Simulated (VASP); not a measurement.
A run of VASP 6.6.1:

The input INCAR:

```
ALGO = Fast
EDIFF = 1E-4
EDIFFG = -0.08
ENCUT = 520
GGA = PE
IBRION = 2
ISIF = 3
ISMEAR = 0
LASPH = True
LCHARG = False
LREAL = False
LWAVE = False
NELM = 60
NSW = 24
PREC = Normal
SIGMA = 0.15
```

Contents of KPOINTS:

```
k-points
0
Gamma
  3 3 3
```

Contents of POSCAR:

```
GeSb2Te4
1.0
   -3.4634684400      3.5110390900      4.3143292100
    3.4634684400     -3.5110390900      4.3143292100
    3.4634684400      3.5110390900     -4.3143292100
Ge Sb Te
1 2 4
Direct
    0.5000000000      0.0000000000      0.5000000000
    0.2218291500      0.7218291500      0.5000000000
    0.7781708500      0.2781708500      0.5000000000
    0.7948093400      0.2020218300      0.9968311600
    0.2051906600      0.2020218300      0.4072124900
    0.2051906600      0.7979781700      0.0031688400
    0.7948093400      0.7979781700      0.5927875100
```

Potentials or basis: VASP PAW PBE potentials, release 64 (Ge_d, Sb, Te).

Command:

```console
$ cat potpaw_PBE.64/Ge_d/POTCAR potpaw_PBE.64/Sb/POTCAR potpaw_PBE.64/Te/POTCAR > POTCAR
$ mpirun -np 4 vasp_std > vasp.out
```

Hardware: 4 MPI ranks on Intel(R) Xeon(R) 6975P-C (Granite Rapids), with other jobs on the host.

Task: Estimate the wall time of this run.

Result: It took 100 s on 4 MPI ranks on Intel(R) Xeon(R) 6975P-C (Granite Rapids) (shared host), peak memory 0.18 GiB a rank. Counts: scf iterations 105, k points 8, ion steps 14.
